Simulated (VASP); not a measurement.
**GaN in VASP: one cell, several levels of theory**

Aim: gap, levels, forces and stress of GaN in the zincblende structure, under -1.0 % equal strain in all directions at fixed geometry. Runs: PBE, r2SCAN.

Program: VASP 6.6.1. PAW datasets, plane waves. The values are computed, spin-unpolarised, and not measurements.

### 1 Starting point

The cell comes from an earlier relaxation with r2SCAN in another program.

The symmetry is F-43m (No. 216, cubic); conventional cell a = 4.453 Å, 11.04 Å³ an atom. Near Ga stand 4 N at 1.93 Å; near N stand 4 Ga at 1.93 Å.

The structure in full:

```cif
data_structure
_symmetry_space_group_name_H-M 'P 1'
_symmetry_Int_Tables_number 1
_cell_length_a 3.1487
_cell_length_b 3.1487
_cell_length_c 3.1487
_cell_angle_alpha 60.000
_cell_angle_beta 60.000
_cell_angle_gamma 60.000
_cell_volume 22.07
loop_
_atom_site_label
_atom_site_type_symbol
_atom_site_fract_x
_atom_site_fract_y
_atom_site_fract_z
_atom_site_occupancy
Ga1 Ga 0.00000 0.00000 0.00000 1
N1 N 0.25000 0.25000 0.25000 1
```

### 2 PBE

File INCAR:

```
ENCUT = 520.000000
SIGMA = 0.020000
EDIFF = 1.00e-07
GGA = PE
PREC = Accurate
IBRION = -1
ISIF = 2
ISMEAR = -1
NBANDS = 16
NELM = 120
NSW = 0
LASPH = .TRUE.
LCHARG = .FALSE.
LWAVE = .FALSE.
LREAL = .FALSE.
```

File KPOINTS:

```
KPOINTS created by Atomic Simulation Environment
0
Gamma
10 10 10
0 0 0
```

File KPOINTS_OPT:

```
special points
6
Reciprocal
0.0000000000 0.0000000000 0.0000000000 1
-0.5000000000 -0.5000000000 0.0000000000 1
-0.3750000000 -0.3750000000 0.2500000000 1
-0.3750000000 0.0000000000 0.3750000000 1
0.0000000000 0.0000000000 0.5000000000 1
-0.5000000000 -0.2500000000 0.2500000000 1
```

File POSCAR:

```
Ga N
 1.0000000000000000
     0.0000000000000000    2.2264630156999998    2.2264630156999998
     2.2264630156999998    0.0000000000000000    2.2264630156999998
     2.2264630156999998    2.2264630156999998    0.0000000000000000
 Ga  N
   1   1
Cartesian
  0.0000000000000000  0.0000000000000000  0.0000000000000000
  1.1132315078499997  1.1132315078499997  1.1132315078499997
```

The run uses the recommended PBE PAW datasets (18 valence electrons a neutral cell).

On the command line:

```console
$ mpirun -np 1 vasp_std
```

### 3 Single point with r2SCAN

File INCAR:

```
ENCUT = 520.000000
SIGMA = 0.010000
EDIFF = 1.00e-07
ALGO = Normal
METAGGA = R2SCAN
PREC = Accurate
IBRION = -1
ISIF = 2
ISMEAR = 0
NBANDS = 16
NELM = 120
NSW = 0
LASPH = .TRUE.
LCHARG = .FALSE.
LWAVE = .FALSE.
LREAL = .FALSE.
```

KPOINTS is that of step 2.

KPOINTS_OPT is that of step 2.

POSCAR is that of step 2.

What does the calculation give? Wanted: for each run, gap; pressure.

The runs gave:

```
 level  gap (eV)  pressure (GPa)
   PBE      1.96           12.59
r2SCAN      2.36            7.51
```

What this shows: The gap spans 1.96 eV (PBE) to 2.36 eV (r2SCAN). The pressure is highest with PBE (12.6 GPa) and lowest with r2SCAN (7.5 GPa), which orders the cells that they would relax to.
